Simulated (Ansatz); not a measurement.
**Structure relaxation of Zr**

All numbers below come from DFT PBE, scalar-relativistic, plane waves, PAW (Ansatz). Cutoff 420 eV, Γ-centred k mesh, Gaussian smearing, no spin polarisation in the final step.

Zr was placed on the sites of a reported N cell (P2_13, No. 198), at a guessed volume.

```xyz
4
Lattice="4.7800 0.0000 0.0000 0.0000 4.7800 0.0000 0.0000 0.0000 4.7800" Properties=species:S:1:pos:R:3 pbc="T T T"
Zr    0.1434    0.1434    0.1434
Zr    2.2466    4.6366    2.5334
Zr    2.5334    2.2466    4.6366
Zr    4.6366    2.5334    2.2466
```

Steps on the 4×4×4 mesh (4 atoms). 5 of 5 steps are shown, and the free energy counts from the last. Trial steps that were taken back and renewals of the plane-wave basis can be among the rows.

| step | ΔF (meV/atom) | V (Å³/atom) | P (GPa) | largest force component (eV/Å) |
| --- | --- | --- | --- | --- |
| 1 | 297.7 | 27.30 | -9.61 | 0.619 |
| 2 | 9.1 | 23.50 | -1.20 | 0.183 |
| 3 | 1.2 | 23.01 | 0.65 | 0.070 |
| 4 | -0.3 | 23.17 | -0.02 | 0.000 |
| 5 | 0.0 | 23.17 | -0.03 | 0.000 |

A final relaxation ran on a 22×22×22 mesh. The relaxed crystal, Fm-3m (No. 225):

Space group Fm-3m (No. 225). a = 4.527 Å, b = 4.527 Å, c = 4.527 Å, α = 90.00°, β = 90.00°, γ = 90.00°
```csv
atom,site,symmetry,x,y,z
Zr,4a,m-3m,0.0000,0.0000,0.0000
```

| Property | Result |
| --- | --- |
| Volume per atom | 23.19 Å³ |
| Density | 6.53 g/cm³ |
| Energy over the standard structure | 0.04 eV/atom |
| Gap on the 22×22×22 mesh | 0 eV (a metal) |

Energies count from the standard state of Zr at the same level.

The final run used a 22×22×22 mesh on its 1-atom cell and 0.10 eV smearing. For metals, differences of a few meV/atom aren't resolved.

A structure relaxed within its symmetry needn't be a true minimum.